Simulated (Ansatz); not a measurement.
Input and command of a plane-wave DFT calculation in Ansatz:

```yaml
crystal:
  lattice:
    - [0.0, -4.4069948432, 0.0]
    - [0.0, 0.0, -4.4069948432]
    - [11.8139896863, 0.0, 0.0]
  atoms:
    - { symbol: Al, position: [0.5, 1.0, 0.0456591027] }
    - { symbol: Al, position: [0.5, 1.0, 0.4186909878] }
    - { symbol: Al, position: [0.0, 0.5, 0.0456591027] }
    - { symbol: Al, position: [0.0, 0.5, 0.4186909878] }
    - { symbol: Al, position: [0.5, 0.5, 0.2321750453] }
    - { symbol: Al, position: [0.5, 0.5, 0.6052069304] }
    - { symbol: Ga, position: [0.0, 1.0, 0.2321750453] }
    - { symbol: Ga, position: [0.0, 1.0, 0.6052069304] }
    - { symbol: "N", position: [0.2552922824, 0.7447077176, 0.1369428839] }
    - { symbol: "N", position: [0.2552922824, 0.7447077176, 0.509974769] }
    - { symbol: "N", position: [0.7447077176, 0.2552922824, 0.1369428839] }
    - { symbol: "N", position: [0.7447077176, 0.2552922824, 0.509974769] }
    - { symbol: "N", position: [0.2552922824, 0.2552922824, 0.7004390917] }
    - { symbol: "N", position: [0.2552922824, 0.2552922824, 0.3274072066] }
    - { symbol: "N", position: [0.7447077176, 0.7447077176, 0.7004390917] }
    - { symbol: "N", position: [0.7447077176, 0.7447077176, 0.3274072066] }
basis:
  ecutwfc: 420
kpoints:
  mp_grid: { grid: [5, 5, 3] }
hamiltonian:
  xc: pbesol
scf:
  occupations: { method: gaussian, width: 0.05 }
output:
  forces: true
  stress: true
  eigenvalues: true
```

```bash
ansatz run input.yaml --threads 2 --pin off --max-ram 5120MiB --backend cpu --events-out ev --progress --plain --runs-dir out
```

Processor: Intel(R) Xeon(R) Platinum 8259CL CPU @ 2.50GHz (Skylake/Cascade Lake), 2 threads, on a host shared with other jobs.

Problem. How long does it run, and how much memory does it take?

Solution. About 15 s on 2 threads of Intel(R) Xeon(R) Platinum 8259CL CPU @ 2.50GHz (Skylake/Cascade Lake) (shared host), peak memory 0.59 GiB. It solves 58 bands at 18 k points (the mesh reduced by symmetry) with about 4551 plane waves, in 12 SCF iterations.
